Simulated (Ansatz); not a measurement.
## KTaO3: energy against volume and a worked fit

```
Ta K O
1.0
     3.98830    0.00000    0.00000
     0.00000    3.98830    0.00000
     0.00000    0.00000    3.98830
Ta K O
1 1 3
Direct
  0.00000 0.00000 0.00000
  0.50000 0.50000 0.50000
  0.00000 0.00000 0.50000
  0.00000 0.50000 0.00000
  0.50000 0.00000 0.00000
```

The cell was scaled at fixed shape and fractions and run with Ansatz, Ansatz PAW, cutoff 420 eV; LDA, k mesh 7 × 7 × 7 on the cell of 5 atoms, fermi-dirac occupations of 0.05 eV, no spin polarisation, no spin-orbit coupling. The potentials were made for PBE. Energies are those that the program minimises, any entropy of the smearing included.

```tsv
V (Å³/atom)	energy over the lowest row (meV/atom)
11.9267	9.89
12.1805	1.15
12.4342	0.00
12.6880	?
12.9418	17.67
13.1955	34.98
13.4493	57.16
```

Fit the third-order Birch-Murnaghan form, give V0, B0 and B′, and predict the energy left open.

With y = (V0/V)^(2/3), E = E0 + (9 V0 B0/16) [(y - 1)³ B′ + (y - 1)² (6 - 4y)]. Least squares through the rows shown give V0 = 12.3447 Å³/atom, E0 = -0.41 meV, B0 = 218.9 GPa (1 eV/Å³ = 160.218 GPa) and B′ = 4.58, with a largest miss of 0.03 meV. At V = 12.6880 the form with these constants gives 5.79 meV; the run gave 5.82 meV an atom. Other set-ups at this level, from all their volumes (Å³/atom, GPa): Ansatz, JTH PAW LDA: V0 12.334, B0 218.6. Measured volume: 12.69 Å³/atom (a printed reference work), so the fit lies -2.7 % from it. The runs are for a static lattice.
